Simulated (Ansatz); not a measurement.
# Elastic constants of MgO at 18 GPa (stress–strain coefficients): input and output

Level of theory: Ansatz, DFT PBEsol, scalar-relativistic, plane waves, PAW.

Launched with:
```bash
ansatz run input.yaml --threads 1 --pin off --max-ram 3072MiB --backend cpu --events-out ev --progress --plain --runs-dir out
```

Input (bare energies are in eV):
```yaml
crystal:
  lattice:
    - [3.362991313, 0.0, 0.0]
    - [-1.6814956565, 2.9124359098, 0.0]
    - [0.0, 0.0, 4.0540516517]
  atoms:
    - { symbol: Mg, position: [0.6666666667, 0.3333333333, 0.75] }
    - { symbol: Mg, position: [0.3333333333, 0.6666666667, 0.25] }
    - { symbol: O, position: [0.6666666667, 0.3333333333, 0.25] }
    - { symbol: O, position: [0.3333333333, 0.6666666667, 0.75] }
basis:
  ecutwfc: 420
kpoints:
  mp_grid: { grid: [12, 12, 6] }
hamiltonian:
  xc: pbesol
scf:
  occupations: { method: fixed }
output:
  forces: true
  stress: true
  eigenvalues: true
elastic:
  mode: relaxed_ion
  stencil: two_point
```

From the output:
```
--- Elastic constants: 3 strain directions × 2 members + reference (group order 24) ---
  dense FFT box of the reference and of every strained cell: 24×24×30
  strains applied: 11, 33, 23; error gains: componentwise 1.00 (the most a stress slope's error grows in a printed constant), spectral 1.41 (1 for all six strains in a standard setting)
  C = ∂σ_k/∂η_j (tension-positive GPa; Voigt order 11 22 33 23 13 12):
       254.726    233.697    101.729      0.000      0.000     -0.000
       233.697    254.726    101.729      0.000      0.000     -0.000
       101.895    101.895    413.487      0.000      0.000      0.000
         0.000      0.000      0.000    124.631      0.000      0.000
         0.000      0.000      0.000      0.000    124.631      0.000
        -0.000      0.000      0.000      0.000      0.000     10.514
  reference stress σ⁰ (GPa):    -17.991    -17.991    -17.992     -0.000     -0.000      0.000
  C* (energy form; C + prestress term) asymmetry max|C*_kj − C*_jk| = 1.650e-1 GPa — a small one proves nothing (zero by symmetry where the batch's group is 432, −43m or m−3m); a large one is finite-difference/SCF noise where every solve ...
  moduli (Voigt/Reuss/Hill, GPa): K = 199.73/199.55/199.64   G = 84.33/23.49/53.91   E = 148.37   ν = 0.376
  mechanically stable: yes (min eigenvalue of sym C = 10.51 GPa)
  strain η (Voigt 11):  stress-route row diagonal C_11 = 254.73 GPa, energy-path curvature d²(F+E_count+ΔE)/dδ²/Ω₀ = 254.54 GPa
         δ    σ_11 (GPa) F (eV) n_scf n_hpsi n_pw
    -2.000e-3     -18.5030       -4951.2362681      10   76961    794   relax 4 steps, max|allowed force component| 4.27e-5 eV/Å
     2.000e-3     -17.4841       -4951.2540761      10   76640    794   relax 3 steps, max|allowed force component| 3.71e-6 eV/Å
  strain η (Voigt 33):  stress-route row diagonal C_33 = 413.49 GPa, energy-path curvature d²(F+E_count+ΔE)/dδ²/Ω₀ = 414.35 GPa
         δ    σ_33 (GPa) F (eV) n_scf n_hpsi n_pw
    -2.000e-3     -18.8284       -4951.2361665       8   26886    794   relax 0 steps, max|allowed force component| 1.11e-16 eV/Å
     2.000e-3     -17.1745       -4951.2540553       8   28399    794   relax 0 steps, max|allowed force component| 3.70e-17 eV/Å
  strain η (Voigt 23):  stress-route row diagonal C_44 = 124.63 GPa, energy-path curvature d²(F+E_count+ΔE)/dδ²/Ω₀ = 133.63 GPa
         δ    σ_23 (GPa) F (eV) n_scf n_hpsi n_pw
    -2.000e-3      -0.2493       -4951.2452213      10  108015    794   relax 1 steps, max|allowed force component| 3.63e-5 eV/Å
     2.000e-3       0.2493       -4951.2452213      10  108015    794   relax 1 steps, max|allowed force component| 3.63e-5 eV/Å
```

The run took 110 s on 1 thread of Arm Neoverse V1, on a shared host, peak memory 0.43 GiB.

This form isn't the usual stable structure of the compound at low pressure.